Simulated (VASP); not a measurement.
Wanted: the native input for a VASP 6.6.1 run.

```yaml
Task: relaxation of the atoms
Functional: LDA
Potentials_or_basis: VASP PAW LDA potentials, release 64 (Li_sv, F)
Cutoff: 600 eV
k_mesh: 12 × 12 × 12
Occupations: gaussian, width 0.03 eV
Spin: no spin polarisation
Further_INCAR_settings: ALGO = Fast; EDIFF = 1e-07; IBRION = 2; EDIFFG = -0.01; NSW = 40
```

The structure of LiF (Griceite) lies in POSCAR:

```
LiF                                     
1.0
    0.0000000000      1.9101614953      1.9101614953
    1.9101614953      0.0000000000      1.9101614953
    1.9101614953      1.9101614953      0.0000000000
  Li              F             
     1     1
Direct
     0.0000000000000000    0.0000000000000000    0.0000000000000000
     0.5000000000000000    0.5000000000000000    0.5000000000000000
```

The cell isn't the ideal one: a relaxed cell with its volume scaled by 0.94.

These files were run (other wordings do the same):

INCAR

```
PREC = Accurate
ENCUT = 600
EDIFF = 1E-7
ISMEAR = 0
SIGMA = 0.03
LREAL = False
LASPH = True
NELM = 80
ALGO = Fast
ISIF = 2
LWAVE = False
LCHARG = False
IBRION = 2
NSW = 40
EDIFFG = -0.01
```

KPOINTS

```
regular mesh
0
Gamma
  12 12 12
```

Potentials or basis: VASP PAW LDA potentials, release 64 (Li_sv, F).

The run is started by

```console
$ cat potpaw_LDA.64/Li_sv/POTCAR potpaw_LDA.64/F/POTCAR > POTCAR
$ mpirun -np 1 vasp_std > vasp.out
```

Results of the run:

| Property | Result |
| --- | --- |
| Pressure after relaxing | 6.3 GPa |
| Band gap on the k mesh | 10.43 eV, direct |

Caveat: the cutoff is under 1.25 times the usual one of these potentials, so pressure, stress and relaxed cells hold a basis-set (Pulay) error; the relaxation stopped at its first step, so nothing moved.

Wall time 11 s on 1 thread of AMD EPYC 9R45 (Zen 5), with other jobs on the host, peak memory 0.09 GiB.
